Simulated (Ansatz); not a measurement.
Relax this structure to zero stress and force, keeping its symmetry:

Space group I4/mmm (No. 139). a = 8.944 Å, b = 8.944 Å, c = 5.224 Å, α = 90.00°, β = 90.00°, γ = 90.00°
```
atom site symmetry x y z
  Si    8h m.2m  0.6769  0.6769  0.5000
   O    8f     ..2/m  0.7500  0.7500  0.7500
   O    8i m2m.  0.7085  0.5000  0.5000
```

Method: DFT LDA, scalar-relativistic, plane waves, PAW (Ansatz).

Plane waves to 420 eV, a k mesh through Γ of 6×6×6 on the computed 12-atom cell and Gaussian smearing (0.02 eV); no spin polarisation.

Problem. What does it relax to?

Solution. The volume decreases by 0.16 Å³/atom to 17.25 Å³/atom, and the energy falls by 0.7 meV/atom. Final structure:
```
Si O
1.0
    -4.45533    4.45533    2.60736
     4.45533   -4.45533    2.60736
     4.45533    4.45533   -2.60736
Si O
4 8
Cartesian
  1.5766 1.5766 0.0000
  -2.8787 2.8787 2.6074
  2.8787 -2.8787 2.6074
  2.8787 2.8787 2.6074
  2.2277 2.2277 1.3037
  2.2277 -2.2277 1.3037
  -2.2277 2.2277 1.3037
  2.2277 2.2277 -1.3037
  1.8618 0.0000 0.0000
  0.0000 7.0488 0.0000
  0.0000 1.8618 0.0000
  7.0488 0.0000 0.0000
```

This form isn't the usual stable structure of the compound.